**Why does the top filled level jump?**

Along a path through the surface zone of a thin platinum telluride slab, the highest filled level jumps by as much as 0.77 eV from one point to the next. Its weight on the outer atomic planes, meanwhile, hardly changes. Do surface states come and go along the path, or is something simpler happening? The levels come from density functional theory with spin-orbit coupling.

Calculated values. Kohn-Sham levels of a relaxed five-plane PtTe₄ (001) slab, from Ansatz 0.2.0 with PBE+D3(BJ), spin-orbit coupling, PAW, a 420 eV cutoff, a 9×9×1 k mesh and 0.1 eV Gaussian smearing. Levels are numbered outward from the Fermi level, b below and a above; weights are Löwdin shares on the two outer planes of both faces together, not renormalised.

| point label | point a (reciprocal cell vectors) | point b (reciprocal cell vectors) | level b1 from the Fermi level (eV) | outer orbital weight b1 | level b2 from the Fermi level (eV) | level a1 from the Fermi level (eV) | outer orbital weight a1 |
| --- | --- | --- | --- | --- | --- | --- | --- |
| M | 0.5000 | 0.0000 | -0.130 | 0.940 | -0.130 | 0.450 | 0.920 |
| between | 0.4167 | 0.0000 | -0.130 | 0.930 | -0.130 | 0.430 | 0.920 |
| between | 0.3333 | 0.0000 | -0.470 | 0.930 | -0.470 | 0.080 | 0.900 |
| between | 0.2500 | 0.0000 | 0.000 | 0.850 | 0.000 | 0.410 | 0.920 |
| between | 0.1667 | 0.0000 | -0.400 | 0.850 | -0.400 | 0.420 | 0.900 |
| between | 0.0833 | 0.0000 | -0.390 | 0.890 | -0.390 | 0.170 | 0.930 |
| G | 0.0000 | 0.0000 | -0.120 | 0.880 | -0.120 | 0.030 | 0.880 |
| between | 0.0556 | 0.0556 | -0.570 | 0.860 | -0.570 | 0.170 | 0.940 |
| between | 0.1111 | 0.1111 | -0.110 | 0.890 | -0.110 | 0.030 | 0.910 |
| between | 0.1667 | 0.1667 | -0.120 | 0.900 | -0.120 | 0.230 | 0.840 |
| between | 0.2222 | 0.2222 | -0.230 | 0.860 | -0.230 | 0.110 | 0.930 |
| between | 0.2778 | 0.2778 | -0.190 | 0.900 | -0.190 | 0.460 | 0.900 |
| K | 0.3333 | 0.3333 | -0.780 | 0.950 | -0.780 | 0.030 | 0.910 |
| between | 0.3611 | 0.2778 | -0.010 | 0.900 | -0.010 | 0.220 | 0.900 |
| between | 0.3889 | 0.2222 | -0.660 | 0.940 | -0.660 | 0.070 | 0.890 |
| between | 0.4167 | 0.1667 | -0.100 | 0.880 | -0.100 | 0.440 | 0.930 |
| between | 0.4444 | 0.1111 | -0.330 | 0.910 | -0.330 | 0.540 | 0.930 |
| between | 0.4722 | 0.0556 | -0.160 | 0.930 | -0.160 | 0.460 | 0.910 |

**A place in a queue**

At each point, b1 is the nearest level below the Fermi level and a1 the nearest above. Both are places in a queue sorted by energy, and different bands can hold the same place at different points. When a band rises through the Fermi level, it leaves b1 and becomes a1. The next band down then inherits the name b1, although it may lie far deeper.

With $E_n(k)$ the energy of band $n$ at point $k$, counted from the Fermi level, the rule is

$$b_1(k)=\max_{E_n\le 0}E_n(k),\qquad a_1(k)=\min_{E_n>0}E_n(k).$$

Each band is continuous in $k$, but $b_1$ jumps wherever a band crosses zero. A low hump of one band above the Fermi level therefore looks like a deep hole in b1. If this is the cause, the missing band should turn up as a low a1 at the same point.

**Four dips and their partners**

Four rows have a b1 far below both neighbours: point a = 0.3333 between M and G, 0.0556 between G and K, K itself, and 0.3889 between K and M. In these rows a1 lies on average only 0.09 eV above the Fermi level, against 0.31 eV in the other rows. That is the pattern that a hump would leave. In three of the four, a1 is also lower than in both neighbouring rows, but this does not need a hump. At 0.3333, the levels on the run's k mesh point to a band that keeps rising, from −0.13 through 0.08 to 0.41 eV. It crosses the Fermi level once, on the side of M, and takes over the name a1. On the side of G, b1 is a single band that really moves by 0.47 eV. The dip at 0.0556 fits a hump badly too: its a1 of 0.17 eV lies above the 0.03 eV on either side. The low average is therefore a hint and no proof, and four other rows also have a low a1 without a deep dip in b1.

K is the clearest candidate for a hump. From K to the next point, b1 rises from −0.78 to −0.01 eV, a step of 0.77 eV if it is one band. If instead the band at a1 = 0.03 eV at K sinks just below the Fermi level, it moves by only 0.03 + 0.01 = 0.04 eV. A small change in one band would then have renamed the levels.

**How far the crossing picture carries**

The same comparison can be made for the eight steps into and out of the dips, with no adjustable constant. Read as one band, b1 moves by 0.54 eV on average; with a crossing, the band moves by 0.17 eV. Part of this gain is built in, since a dip has shallow neighbours by definition. With an ordinary a1 put into the dips, the crossing step would still be 0.40 eV, so only the drop from there to 0.17 eV could speak for humps. This drop is the low a1 of the dip rows seen once more, not a second piece of evidence. The average also assumes a crossing in all eight steps, which does not hold for the step from 0.3333 towards G, nor for at least one step at the dip next to G.

Some bands of this slab must cross the Fermi level: on the k mesh of the run, the highest band filled by electron count reaches 0.76 eV above the bottom of the next band. The mesh levels also point to crossings at two of the dips, though not to simple humps. One is the dip at 0.3333. The other is the dip next to G: one more pair of equal levels lies below the Fermi level at (0.1111, 0.1111) than at G. A band must therefore cross in between, on one side of the dip or the other, and a1 does not stay the same band throughout. A single hump would leave the count unchanged, so it cannot explain this dip by itself. For K and 0.3889, a hump remains an inference, because the dips were picked from this same table and the bands were not followed one by one. Some other steps stay open. Between M and G, b1 falls from 0.00 to −0.40 eV, but the band could equally have risen to the a1 of 0.42 eV. The step into G is just as ambiguous. The run also has points halfway between these rows, which the table leaves out and which could help to settle these cases.

The names are also delicate close to zero. The occupations are smeared over 0.1 eV, so levels such as a1 at K are partly filled. The tellurium atoms also still feel forces of about 0.1 eV/Å, and how far the levels would shift on further relaxation was not tested. The slab is also unreconstructed: its 1×1 surface cell leaves no room for a pattern with a longer period, which could change the bands. The program warned as well that the exchange-correlation potential is rough where the density is thin; the effect of this on the levels is not known. A shift of a few hundredths of an eV relative to the Fermi level could remove the dip at K, and the error of PBE in the relative position of bands can be larger than that.

**Why the weight stays high**

The slab has five planes, in the order Te–Te–Pt–Te–Te. It is a single PtTe₂ layer with an extra tellurium plane on each face, so its levels are not those of PtTe₂ cleaved between its layers. The two outer planes of both faces together contain every atom except platinum. A weight near 0.9 means that a level is mostly tellurium; it does not show that the level is bound to the surface. With no bulk-like interior to compare with, this slab cannot separate the two.

Tellurium character is also what the chemistry suggests. The Pt 5d shell is about 90 % filled, so most of it should lie below the Fermi level, while the Te 5p shell is only about two thirds filled. Equal shares for all Te 5p and Pt 5d orbitals would give a weight of about 0.7, so the levels listed are richer in tellurium than that simple count.

**Why b2 repeats b1**

In every row b2 has the same energy as b1. The slab is non-magnetic and has a centre of inversion, and together these symmetries force each level to be a pair, even with spin-orbit coupling (Kramers degeneracy). The column b2 is the partner of b1 and not a second band.

For a similar list of levels, a sudden drop in b1 is best read together with a1. If a1 is close to zero there, a band may just have crossed the Fermi level. That need not explain both sides of a dip, since b1 can also move steeply as one band, as it does from 0.3333 towards G. The printed analysis below gives both readings for every step.

Printed output of the fit:

```
Steps from the row before in eV:
      row  one band  crossing
  between         0      0.56
  between     -0.34      0.21
  between      0.47     -0.08
  between      -0.4      0.42
  between      0.01     -0.81
        G      0.27     -0.29
  between     -0.45      0.29
  between      0.46     -0.28
  between     -0.01      0.34
  between     -0.11      0.23
  between      0.04      -0.3
        K     -0.59      0.22
  between      0.77     -0.04
  between     -0.65      0.08
  between      0.56     -0.17
  between     -0.23      0.64
  between      0.17      -0.7
Largest distance between b1 and b2 in eV: 0
Mean a1 in the four dip rows in eV: 0.0875
Mean a1 in the other rows in eV: 0.3143
Other rows with a1 below 0.175 eV: 4
Mean size of the eight steps at dips with b1 one band in eV: 0.5363
Mean size of the same steps with a crossing in eV: 0.1713
Control crossing step with ordinary a1 in the dips in eV: 0.398
Steps in the whole table where the crossing is the smaller move: 8
Mean weight change at dips with b1 one band: 0.04125
Mean weight change at dips with a crossing: 0.02875
Mean outer orbital weight of b1 and a1: 0.9042
Te share if all Te 5p and Pt 5d orbitals took equal parts: 0.7059
Filling of Pt 5d in percent: 90.44
Mean filling of Te 5p in percent: 66.58
```
